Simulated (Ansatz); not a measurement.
**Pb: band structure with r2SCAN**

Crystal: Pb.

```
Pb
1.0
     0.01933    2.46287    2.45281
     2.50286   -0.00675    2.47889
     2.48132    2.46742    0.01479
Pb
1
Direct
  0.00000 0.00000 0.00000
```

The cell isn't the ideal one: cell sheared at random, sigma 0.01, atoms nudged by 0.01 Å.

* Program: Ansatz 0.2.0
* Task: band structure
* Functional: r2SCAN
* Potentials or basis: Ansatz PAW
* Cutoff: 500 eV (not typed: the program's choice for these potentials)
* k mesh: 9 × 9 × 9
* Occupations: fermi-dirac, width 0.05 eV
* Spin: no spin polarisation
* Path: [["X", "G", "Y"], ["L", "G", "Z"], ["N", "G", "M"], ["R", "G"]]
* Points for each segment of the path: 14

The pressure is 1.5 GPa and the band gap on the k mesh is none (metal or under the smearing width).

Stress tensor (GPa, compression positive):
```
 1.35  0.05 -0.54
 0.05  1.50  0.15
-0.54  0.15  1.55
```

Levels at the corners of the path, in eV from the Fermi level:
```
point  band 3  band 4  band 5  band 6  band 7  band 8  band 9  band 10
    X  -17.60  -17.33  -17.32   -8.41   -4.28    6.04    6.21    10.14
    Γ  -17.61  -17.47  -17.46  -12.18    7.74    7.94    8.15    10.53
    Y  -17.60  -17.33  -17.31   -8.36   -4.27    5.99    6.14    10.11
    L  -17.33  -17.29  -17.28   -6.78   -3.33    2.08    2.49     6.06
    Γ  -17.61  -17.47  -17.46  -12.18    7.74    7.94    8.15    10.53
    Z  -17.60  -17.32  -17.31   -8.21   -4.23    5.80    5.95    10.02
    N  -17.34  -17.28  -17.28   -6.73   -3.29    2.21    2.25     6.04
    Γ  -17.61  -17.47  -17.46  -12.18    7.74    7.94    8.15    10.53
    M  -17.34  -17.29  -17.28   -6.84   -3.37    2.30    2.41     6.15
    R  -17.59  -17.33  -17.31   -8.25   -4.24    5.81    6.02    10.04
    Γ  -17.61  -17.47  -17.46  -12.18    7.74    7.94    8.15    10.53
```

Wall time 12 s on 2 threads of Arm Neoverse V2 (shared host), peak memory 0.51 GiB.

Caveat: spin-orbit coupling is left out, which moves the levels of the heavy elements; the PAW data sets come from PBE, with cores solved anew for the run's functional, which leaves a small shift of forces and pressure.
